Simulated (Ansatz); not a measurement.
A relaxation computed with Ansatz, from input to last step.

```yaml
crystal:
  lattice:
    - [2.8604021871, 0.0, 0.0]
    - [-1.4302010935, 2.4771809591, 0.0]
    - [0.0, 0.0, 4.7802077605]
  atoms:
    - { symbol: Au, position: [0.3333333333, 0.6666666667, 0.75] }
    - { symbol: Au, position: [0.6666666667, 0.3333333333, 0.25] }
basis:
  ecutwfc: 420
kpoints:
  mp_grid: { grid: [18, 18, 10] }
hamiltonian:
  xc: pbe
scf:
  occupations: { method: gaussian, width: 0.1 }
output:
  forces: true
  stress: true
  eigenvalues: true
relax:
  adjacent_minimum: "off"
  f_tol: 0.01
  max_steps: 30
  cell: { stress_tol: 0.1, fix: [volume] }
```

```bash
ansatz run input.yaml --threads 1 --pin off --max-ram 2560MiB --backend cpu --events-out ev --progress --plain --runs-dir out
```

Method: Ansatz, DFT PBE, scalar-relativistic, plane waves, PAW.

The volume is held at 0.94 times that of the relaxed cell.

Of 3 frames 3 are shown, positions in Å and forces in eV/Å; the SCF threshold varies from step to step. Steps run on the plane waves of an earlier cell, with a Pulay correction in the pressure. The basis is chosen afresh for the last frame, the zero of the energies, and at times for earlier ones too; energy and pressure step there, also at an unchanged geometry.

```xyz
2
Lattice="2.8604 0.0000 0.0000 -1.4302 2.4772 0.0000 0.0000 0.0000 4.7802" Properties=species:S:1:pos:R:3:forces:R:3 pbc="T T T" step=1 free_energy_over_end_meV_per_atom=0.06 pressure_GPa=10.05
Au    0.0000    1.6515    3.5852    0.0000    0.0000    0.0000
Au    1.4302    0.8257    1.1951    0.0000    0.0000    0.0000
2
Lattice="2.8637 0.0000 0.0000 -1.4319 2.4801 0.0000 0.0000 0.0000 4.7691" Properties=species:S:1:pos:R:3:forces:R:3 pbc="T T T" step=2 free_energy_over_end_meV_per_atom=0.00 pressure_GPa=10.04
Au    0.0000    1.6534    3.5768    0.0000    0.0000    0.0000
Au    1.4319    0.8267    1.1923    0.0000    0.0000    0.0000
2
Lattice="2.8637 0.0000 0.0000 -1.4319 2.4801 0.0000 0.0000 0.0000 4.7691" Properties=species:S:1:pos:R:3:forces:R:3 pbc="T T T" step=3 free_energy_over_end_meV_per_atom=0.00 pressure_GPa=10.04
Au    0.0000    1.6534    3.5768    0.0000    0.0000    0.0000
Au    1.4319    0.8267    1.1923    0.0000    0.0000    0.0000
```

The run took 23 s on 1 thread of Arm Neoverse V1, with other jobs on the host, peak memory 0.41 GiB.

Spin–orbit coupling is left out, which can shift energies with elements as heavy as these.